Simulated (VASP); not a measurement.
**AlN: single point with r2SCAN**

AlN:

```
Al N
1.0
     0.00000    2.13960    2.13960
     2.13960    0.00000    2.13960
     2.13960    2.13960    0.00000
Al N
1 1
Cartesian
  0.0000 0.0000 0.0000
  2.1396 2.1396 2.1396
```

The cell was built by a generator and needn't be a form met in nature.

The cell isn't the ideal one: hydrostatic strain +6.0%.

```json
{
  "Program": "VASP 6.6.1",
  "Task": "single point",
  "Functional": "r2SCAN",
  "Potentials or basis": "VASP PAW PBE potentials, release 64 (Al, N)",
  "Cutoff": "520 eV",
  "k mesh": "10 × 10 × 10",
  "Occupations": "gaussian, width 0.01 eV",
  "Spin": "no spin polarisation",
  "Dipole correction": "no",
  "Further INCAR settings": "ALGO = Normal; EDIFF = 1e-06; NBANDS = 11"
}
```

| Property | Result |
| --- | --- |
| Pressure | -34.7 GPa |
| Band gap on the k mesh | 3.87 eV, indirect (least direct gap 4.17 eV) |

Levels at points of the mesh, in eV from the valence-band top:
```tsv
k point	band 1	band 2	band 3	band 4	band 5	band 6	band 7	band 8
(0.00, 0.00, 0.00)	-16.94	0.00	0.00	0.00	4.17	12.32	12.32	12.32
(0.50, 0.00, 0.00)	-14.35	-7.41	-0.86	-0.86	5.84	10.52	10.52	12.02
(0.50, 0.50, 0.00)	-13.60	-6.45	-2.47	-2.47	3.87	6.20	13.30	16.04
```

Run time: 83 s on 1 thread of AMD EPYC 7571, on a shared host, peak memory 0.11 GiB.

Caveat: the cell as given lies far from equilibrium; so large a pressure means that the cell lies far from this level's equilibrium, or that cutoff or potentials fall short; the potentials were made for another functional, which shifts forces and pressure. A k mesh can miss the band edges.
